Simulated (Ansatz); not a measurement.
# TiSi: relaxed-ion elastic tensor

All numbers below come from DFT PBEsol, scalar-relativistic, plane waves, PAW (Ansatz). Plane waves to 420 eV; Γ-centred k mesh 10×6×10; Fermi-Dirac smearing of 0.15 eV. No spin polarisation.

Equilibrium structure at this level:
```
CELL_PARAMETERS angstrom
3.60936 0.00000 0.00000
0.00000 7.57001 0.00000
0.00000 0.00000 4.14612
ATOMIC_POSITIONS crystal
Ti 0.00000 0.50000 0.05075
Ti 0.50000 0.50000 0.55075
Ti 0.50000 0.00000 0.55075
Ti 0.00000 0.00000 0.05075
Si 0.00000 0.75000 0.55075
Si 0.00000 0.25000 0.55075
Si 0.50000 0.25000 0.05075
Si 0.50000 0.75000 0.05075
```

In a metal, frequencies and elastic constants depend on the k mesh and the smearing, soft modes and shear constants most.

**Question.** Give the relaxed-ion elastic constants (GPa, Voigt order xx yy zz yz xz xy, on the axes of the cell above).

**Answer.**
```
218.0 123.1 112.6   0.0   0.0   0.0
123.2 266.5 104.4   0.0   0.0   0.0
112.6 104.5 154.6   0.0   0.0   0.0
  0.0   0.0   0.0  16.0   0.0   0.0
  0.0   0.0   0.0   0.0  89.1   0.0
  0.0   0.0   0.0   0.0   0.0 161.8
```

**Question.** Is the crystal stable against homogeneous strain?

**Answer.** Too close to call: the least eigenvalue is 16.0 GPa, within what the k mesh leaves open in a metal.

Cost: 1 run of about 10 core-minutes, on Arm Neoverse V2 (shared hosts).